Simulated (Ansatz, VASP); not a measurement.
# C in VASP and in Ansatz

```xyz
8
Lattice="2.4425 0.0000 0.0000 -1.2212 2.1152 0.0000 0.0000 0.0000 8.3046" Properties=species:S:1:pos:R:3 pbc="T T T"
C     0.0000    0.0000    0.7721
C     0.0000    0.0000    4.9244
C     0.0000    0.0000    3.3802
C     0.0000    0.0000    7.5325
C     0.0000    1.4102    1.2916
C     1.2212    0.7051    5.4439
C     0.0000    1.4102    2.8607
C     1.2212    0.7051    7.0130
```

Change from the starting cell: strain -0.0300 x Voigt [1, 1, 0, 0, 0, 0], atoms carried along.

Alike in both runs: task single point; functional PBE; k mesh 12 × 12 × 4; occupations gaussian, width 0.05 eV; no spin polarisation.

|  | VASP | Ansatz |
| --- | --- | --- |
| version | VASP 6.6.1 | Ansatz 0.2.0 |
| potentials or method | VASP PAW PBE potentials, release 64 (C) | scalar-relativistic, plane waves, PAW |
| plane-wave cutoff (eV) | 520 | 420 |
| valence electrons in the cell | 32 | 32 |

Ansatz gave:

- gap on the k mesh at the Fermi level (eV): 4.83
- least direct gap on the mesh (eV): 4.83
- pressure (GPa): 30.1
- largest component of the traceless stress (GPa): 27.39
- rms of the force components (eV/Å): 0.093

Q: Which values does VASP return?

A: gap on the k mesh at the Fermi level (eV): 4.82; least direct gap on the mesh (eV): 4.82; pressure (GPa): 31.0; largest component of the traceless stress (GPa): 27.61; rms of the force components (eV/Å): 0.100.

Atom by atom the forces differ by 0.007 eV/Å (rms over components).

Caveats: so large a pressure means that the cell lies far from this level's equilibrium, or that cutoff or potentials fall short (VASP).
